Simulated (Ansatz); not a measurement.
# HfN (P6_3/mmc) in Ansatz: a series of runs

Runs on HfN. Level: PBEsol. Tasks: band structure.

All numbers are computed with Ansatz 0.2.0; they aren't measurements. Logs are shortened: lines on timing, memory, paths and dates and some standing lists are left out, and cuts for length are marked.

## 1. Starting point

Symmetry: P6_3/mmc, No. 194, hexagonal system. Conventional cell: a = 3.134 Å, b = 3.134 Å, c = 5.417 Å, α = 90.00°, β = 90.00°, γ = 120.00°. Hf (site symmetry -6m2) is surrounded by 6 N at 2.26 Å. N (site symmetry -3m) is surrounded by 6 Hf at 2.26 Å.

The cell comes from a database or a generator and needn't be the stable form of this composition.

## 2. Band structure, PBEsol

input.yaml reads:

```yaml
crystal:
  lattice:
    - [3.1339080219, 0.0, 0.0]
    - [-1.566954011, 2.7140439601, 0.0]
    - [0.0, 0.0, 5.41676772]
  atoms:
    - { symbol: Hf, position: [0.3333333333, 0.6666666667, 0.25] }
    - { symbol: Hf, position: [0.6666666667, 0.3333333333, 0.75] }
    - { symbol: "N", position: [0.0, 0.0, 0.5] }
    - { symbol: "N", position: [0.0, 0.0, 0.0] }
hamiltonian:
  xc: pbesol
  pseudopotentials: { kind: paw }
kpoints:
  mp_grid: { grid: [10, 10, 5] }
  band_path:
    path:
      - [[0.0, 0.0, 0.0], [0.5, 0.0, 0.0], [0.3333333333, 0.3333333333, 0.0], [0.0, 0.0, 0.0], [0.0, 0.0, 0.5], [0.5, 0.0, 0.5], [0.3333333333, 0.3333333333, 0.5], [0.0, 0.0, 0.5]]
      - [[0.5, 0.0, 0.5], [0.5, 0.0, 0.0]]
      - [[0.3333333333, 0.3333333333, 0.0], [0.3333333333, 0.3333333333, 0.5]]
    npoints: 14
scf:
  occupations: { method: fermi_dirac, width: 0.05 }
  n_extra_bands: 10
output:
  forces: true
  stress: true
  eigenvalues: true
  fatbands: true
```

Potentials or basis: Ansatz PAW.

Command:

```console
$ ansatz run input.yaml --threads 2 --pin off --max-ram 5632MiB --backend cpu --events-out ev --progress --plain --runs-dir out
```

What it wrote:

```text
Warning: RAYON_NUM_THREADS=2 ignored (pool sized by the plan → 2); use --threads N
scf.n_extra_bands = 10 over 31 filled bands (N_el = 62.0): the run solves 41 bands
Engine: ansatz 0.2.0, aarch64-unknown-linux-gnu
Pseudopotentials: kind: paw
Pseudopotential: Hf, paw, valence charge 26, recommended cutoff 420 eV (normal), Hf.paw.azcp
Pseudopotential: N, paw, valence charge 5, recommended cutoff 420 eV (normal), N.paw.azcp
Functional definition: PBEsol
  exchange = pbesol_x
  correlation = pbesol_c
Crystal: 4 atoms, lattice volume = 46.073 Å³
Basis set: ecut = 420 eV, 895 PW (Γ), exchange–correlation on 48×48×80 points (8 copies of the dense FFT grid, shifted against one another)
Bands: 41, of which v1, the nominal top of the filled ones, is band 31 counted from 1 (30 counted from 0)
Symmetry: 24 space group operations
Space group: P63/mmc (ITA 194), of the structure as read, at distance tolerance 3.6e-5 Å
k-points: 42 of 500
Non-local potential: Hf, projectors of the file, l = 0: 3, l = 1: 2, l = 2: 2, l = 3: 3
Non-local potential: N, projectors of the file, l = 0: 2, l = 1: 2, l = 2: 1
PAW form: soft (Blöchl's): semilocal exchange-correlation on the pseudo side does not see the compensation charge
PAW frozen core: Hf, regenerated for the run's functional, and the local potential with it (the file was generated under x = pbe(κ = 0.804, μ = 0.2195149727645171), c = pbe(β = 0.06672455060314922))
PAW frozen core: N, regenerated for the run's functional, and the local potential with it (the file was generated under x = pbe(κ = 0.804, μ = 0.2195149727645171), c = pbe(β = 0.06672455060314922))
PAW one-centre angular grid: Hf, 590 points (default); XC on 64 Gauss nodes
PAW one-centre angular grid: N, 110 points (default); XC on 64 Gauss nodes
Initial density: superposition of atomic densities (neutral atoms: chi_scale 0, normalization atom), corrected by the library's trained network
Initial wavefunctions: pseudopotential atomic-orbital guess
Functional: x = pbesol(κ = 0.804, μ = 0.12345679012345678), c = pbesol(β = 0.046)
SCF iter   1: F=—  HF=-31960.395933 eV  |F-HF|=—  |Δ(HF+E_count)|=         —  Δρ=8.60e-3  dr2=2.80e-2  ethr=1.77e-3  ⟨swp⟩=5.3  Hψ=5766  notcnv=0  defer=36
preconditioner: auto → Kerker (q_TF=auto, 2.867 Å⁻¹)  [metal: Δε(μ)=0.032 eV  Ē_g=19.307 eV  σ=0.050 eV  W_gap=0.16  n_scr=22 (ndim 8)  ℏωp=41.7 eV  f_vac=0.000  D(μ)=1.61/eV (n_scr^D=10)]
SCF iter   2: F=—  HF=-31960.390140 eV  |F-HF|=—  |Δ(HF+E_count)|=   5.79e-3  Δρ=3.26e-3  dr2=3.43e-3  ethr=4.51e-5  ⟨swp⟩=2.0  Hψ=2476  notcnv=0  defer=82
SCF iter   3: F=—  HF=-31960.389739 eV  |F-HF|=—  |Δ(HF+E_count)|=   4.02e-4  Δρ=1.27e-3  dr2=6.68e-4  ethr=5.54e-6  ⟨swp⟩=2.0  Hψ=2119  notcnv=0  defer=82
SCF iter   4: F=—  HF=-31960.389610 eV  |F-HF|=—  |Δ(HF+E_count)|=   1.29e-4  Δρ=2.93e-4  dr2=3.77e-5  ethr=1.08e-6  ⟨swp⟩=2.0  Hψ=2927  notcnv=0  defer=82
SCF iter   5: F=—  HF=-31960.389612 eV  |F-HF|=—  |Δ(HF+E_count)|=   1.52e-6  Δρ=9.18e-5  dr2=3.17e-6  ethr=6.08e-8  ⟨swp⟩=2.0  Hψ=2919  notcnv=0  defer=82
SCF iter   6: F=—  HF=-31960.389604 eV  |F-HF|=—  |Δ(HF+E_count)|=   7.86e-6  Δρ=3.02e-5  dr2=2.72e-7  ethr=5.12e-9  ⟨swp⟩=3.0  Hψ=3207  notcnv=0  defer=82
SCF iter   7: F=—  HF=-31960.389604 eV  |F-HF|=—  |Δ(HF+E_count)|=   1.99e-7  Δρ=1.18e-5  dr2=4.03e-8  ethr=1.61e-10  ⟨swp⟩=9.9  Hψ=8056  notcnv=0
SCF iter   8: F=-31960.389604 eV  HF=-31960.389604 eV  |F-HF|=1.67e-9  |Δ(HF+E_count)|=   1.73e-8  Δρ=3.05e-6  dr2=4.11e-9  ethr=6.50e-11  ⟨swp⟩=5.2  Hψ=6581  notcnv=0
SCF 1 converged in 8 iterations: F = -31960.389604 eV  dr2 = 4.11e-9
NSCF: frozen V_eff on 129 k-points
SCF converged after 8 iterations
Free energy (F): -31960.389604 eV
Harris-Foulkes:  -31960.389604 eV  (|F-HF|=1.67e-9)
Internal energy: -31960.377118 eV  (E = F + TS)
E sigma→0 (E₀):  -31960.383361 eV
Entropy (-TS):   -0.012486 eV (-3.121 meV/atom)
Fermi energy:    23.337478 eV
--- Per-component energies (eV) ---
  E_band       = 355.599037
  E_kinetic    = 1113.084109
  E_local      = -9451.211952  (includes V_loc(G=0)·N_el)
  E_nonlocal   = -2385.321819
  E_hartree    = 4482.656709
  E_xc         = -717.581932
  E_vxc        = -688.435971  (∫ρ·V_xc dr)
  E_paw        = -13859.134781  (= ΣΔE_a)
  E_vpaw       = 2802.175907  (= ΣTr[D̂ρ^β])
  E_aug_tail   = 0.000187  (compensation charges beyond the density's cutoff)
  E_ewald      = -11145.426019
  E_core_change = 2.558381  (= ΣΔE_core)
  E_smearing   = -0.012486  (= −TS)
  E_closure    = 0.000000  (closes the sum)
  Σ components = -31960.389604   (vs F -31960.389604, Δ=0.00e0)
--- Forces (eV/Å), atoms counted from 1 ---
  atom   1  Hf     0.00000000     0.00000000     0.00000000
  atom   2  Hf    -0.00000000    -0.00000000     0.00000000
  atom   3  N      0.00000000    -0.00000000     0.00000000
  atom   4  N      0.00000000    -0.00000000    -0.00000000
  max |Σ_I F_I| component: 2.78e-17 eV/Å
--- Stress (GPa, compression-positive) ---
       -2.200343      -0.000000       0.000000
       -0.000000      -2.200343       0.000000
        0.000000       0.000000      -3.051446
  P = ⅓ Tr σ = -2.4840 GPa (-24.840 kbar)
--- Band table (eV; the first three rows and the last of 42) ---
  k-point 0: bands = ["-38.9976", "-38.9491", "-8.3734", "-7.5000", "-7.4009", "-7.4009", "-7.3399", "-7.3399", "6.1633", "9.0590", "11.0561", "11.0580", "11.0690", "11.0690", "11.1178", "11.1296", "11.1296", "11.1309", "11.1309", "11.1508", "11.1508", "11.2018", "11.2037", "11.2406", "14.6559", "18.5385", "18.5385", "19.7597", "19.7597", "21.5993", "22.6242", "23.9678", "23.9678", "24.3662", "25.0918", "25.0918", "25.3512", "28.8858", "28.8858", "30.5989", "30.8070"]
  k-point 1: bands = ["-38.9930", "-38.9537", "-8.2965", "-7.5909", "-7.3951", "-7.3951", "-7.3457", "-7.3457", "6.3904", "8.6890", "11.0629", "11.0669", "11.0698", "11.0698", "11.1133", "11.1133", "11.1189", "11.1385", "11.1385", "11.1602", "11.1602", "11.2010", "11.2019", "11.2035", "15.2014", "18.5850", "18.5850", "19.5296", "19.5296", "20.1410", "23.6469", "24.4583", "24.4583", "24.8626", "25.3964", "25.4483", "25.4483", "28.4243", "28.4243", "28.9297", "29.9310"]
  k-point 2: bands = ["-38.9809", "-38.9659", "-8.0893", "-7.8204", "-7.3798", "-7.3798", "-7.3610", "-7.3610", "7.0122", "7.8671", "11.0758", "11.0760", "11.0760", "11.0807", "11.0913", "11.0913", "11.1235", "11.1469", "11.1534", "11.1534", "11.1631", "11.1631", "11.2024", "11.2030", "16.5275", "18.2492", "18.7586", "18.7586", "19.0985", "19.0985", "24.6797", "25.3488", "25.5912", "25.5912", "25.7964", "26.2658", "26.2658", "26.9817", "27.4811", "27.4811", "28.3029"]
  k-point 41: bands = ["-38.9169", "-38.9151", "-8.1081", "-8.0786", "-7.9446", "-7.8951", "-7.6059", "-7.5821", "8.1623", "8.2810", "11.1049", "11.1051", "11.1148", "11.1160", "11.1195", "11.1283", "11.1292", "11.1369", "11.1403", "11.1460", "11.1660", "11.1693", "11.2031", "11.2384", "16.0879", "16.2517", "17.8890", "18.6417", "18.7692", "18.9179", "23.3570", "23.8958", "26.3712", "26.7706", "28.8361", "29.1168", "29.1791", "29.2401", "29.9953", "30.2581", "33.4097"]
```

It took 7.5 s on 2 threads of Arm Neoverse V1, shared host; peak memory 0.38 GiB.

What came out:

| Quantity | Value |
| --- | --- |
| Free energy | -31960.3896 eV |
| Pressure | -2.5 GPa |
| Band gap on the k mesh | none (metal or under the smearing width) |

Levels at the corners of the path, in eV from the Fermi level:
| point | band 29 | band 30 | band 31 | band 32 | band 33 | band 34 |
| --- | --- | --- | --- | --- | --- | --- |
| Γ | -3.58 | -1.74 | -0.71 | 0.63 | 0.63 | 1.03 |
| M | -3.28 | -2.89 | -2.46 | 2.38 | 2.69 | 4.36 |
| K | -5.94 | -3.33 | 0.06 | 0.06 | 4.22 | 4.22 |
| Γ | -3.58 | -1.74 | -0.71 | 0.63 | 0.63 | 1.03 |
| A | -4.43 | -4.43 | 1.77 | 1.77 | 2.82 | 2.82 |
| L | -4.52 | -4.52 | -0.33 | -0.33 | 4.65 | 4.65 |
| H | -4.44 | -4.44 | 0.47 | 0.47 | 2.95 | 2.95 |
| A | -4.43 | -4.43 | 1.77 | 1.77 | 2.82 | 2.82 |
| L | -4.52 | -4.52 | -0.33 | -0.33 | 4.65 | 4.65 |
| M | -3.28 | -2.89 | -2.46 | 2.38 | 2.69 | 4.36 |
| K | -5.94 | -3.33 | 0.06 | 0.06 | 4.22 | 4.22 |
| H | -4.44 | -4.44 | 0.47 | 0.47 | 2.95 | 2.95 |

Caveat: the pressure holds a Pulay correction of +0.5 GPa for the finite cutoff; spin-orbit coupling is left out, which moves the levels of the heavy elements; the PAW data sets come from PBE, with cores solved anew for the run's functional, which leaves a small shift of forces and pressure.

## 3. Band structure, PBEsol

input.yaml: that of step 2 with these lines changed.

```diff
@@ -12,3 +12,3 @@
   xc: pbesol
-  pseudopotentials: { kind: paw }
+  pseudopotentials: { kind: paw, source: jth, xc_functional: pbe }
 kpoints:
@@ -28,2 +28,2 @@
   eigenvalues: true
-  fatbands: true
+  fatbands: false
```

Potentials or basis: JTH PAW.

Command:

```console
$ ansatz run input.yaml --threads 2 --pin off --max-ram 5632MiB --backend cpu --events-out ev --progress --plain --runs-dir out
```

Wall time 14 s (2 threads of Arm Neoverse V1, shared host); peak memory 0.68 GiB.

Results (log left out):

```
Free energy            : -19464.6921 eV
Pressure               : -3.6 GPa
Band gap on the k mesh : none (metal or under the smearing width)
```

Stress tensor (GPa, compression positive):
```
-3.35  0.00  0.00
 0.00 -3.35  0.00
 0.00  0.00 -4.12
```

Levels at the corners of the path, in eV from the Fermi level:
| point | band 13 | band 14 | band 15 | band 16 | band 17 | band 18 | band 19 | band 20 | band 21 | band 22 |
| --- | --- | --- | --- | --- | --- | --- | --- | --- | --- | --- |
| Γ | -4.78 | -3.63 | -3.63 | -1.76 | -0.69 | 0.66 | 0.66 | 1.00 | 1.78 | 1.78 |
| M | -5.84 | -5.53 | -3.31 | -2.88 | -2.47 | 2.39 | 2.69 | 4.40 | 4.61 | 5.45 |
| K | -6.08 | -5.92 | -5.92 | -3.32 | 0.06 | 0.06 | 4.25 | 4.25 | 4.27 | 4.72 |
| Γ | -4.78 | -3.63 | -3.63 | -1.76 | -0.69 | 0.66 | 0.66 | 1.00 | 1.78 | 1.78 |
| A | -4.43 | -4.43 | -4.43 | -4.43 | 1.80 | 1.80 | 2.85 | 2.85 | 2.85 | 2.85 |
| L | -5.53 | -5.53 | -4.53 | -4.53 | -0.34 | -0.34 | 4.69 | 4.69 | 4.76 | 4.76 |
| H | -5.04 | -5.04 | -4.43 | -4.43 | 0.47 | 0.47 | 2.97 | 2.97 | 5.82 | 5.82 |
| A | -4.43 | -4.43 | -4.43 | -4.43 | 1.80 | 1.80 | 2.85 | 2.85 | 2.85 | 2.85 |
| L | -5.53 | -5.53 | -4.53 | -4.53 | -0.34 | -0.34 | 4.69 | 4.69 | 4.76 | 4.76 |
| M | -5.84 | -5.53 | -3.31 | -2.88 | -2.47 | 2.39 | 2.69 | 4.40 | 4.61 | 5.45 |
| K | -6.08 | -5.92 | -5.92 | -3.32 | 0.06 | 0.06 | 4.25 | 4.25 | 4.27 | 4.72 |
| H | -5.04 | -5.04 | -4.43 | -4.43 | 0.47 | 0.47 | 2.97 | 2.97 | 5.82 | 5.82 |

Caveat: spin-orbit coupling is left out, which moves the levels of the heavy elements.
